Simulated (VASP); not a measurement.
Here is a VASP 6.6.1 calculation.

The input INCAR:

```
PREC = Accurate ; ENCUT = 600
EDIFF = 1E-7 ; ISMEAR = 0
SIGMA = 0.03 ; LREAL = F
LASPH = T ; NELM = 80
ALGO = Normal ; ISIF = 3
LWAVE = F ; LCHARG = F
GGA = PS ; IBRION = 2
NSW = 90 ; EDIFFG = -0.005
```

Contents of KPOINTS:

```
Automatic mesh
0
Gamma
  8 8 8
```

File POSCAR:

```
InP                                     
1.0
   -0.0000000000      2.9393308163      2.9393308163
    2.9393308163      0.0000000000      2.9393308163
    2.9393308163      2.9393308163      0.0000000000
  In              P             
     1     1
Direct
     0.0000000000000000    0.0000000000000000    0.0000000000000000
     0.2500000000000000    0.2500000000000000    0.2500000000000000
```

Potentials or basis: VASP PAW PBE potentials, release 64 (In_d, P).

Command:

```bash
$ cat potpaw_PBE.64/In_d/POTCAR potpaw_PBE.64/P/POTCAR > POTCAR
$ mpirun -np 1 vasp_std > vasp.out
```

**Question.** Estimate the band gap on the k mesh.

**Answer.** 0.57 eV, direct.

Final structure:
```yaml
crystal:
  lattice:
    - [0.00000, 2.93933, 2.93933]
    - [2.93933, 0.00000, 2.93933]
    - [2.93933, 2.93933, 0.00000]
  atoms:
    - { symbol: In, position: [0.00000, 0.00000, 0.00000] }
    - { symbol: P, position: [0.25000, 0.25000, 0.25000] }
```

Caveat: the relaxation stopped at its first step, so nothing moved; spin-orbit coupling is left out, which moves the levels of the heavy elements.
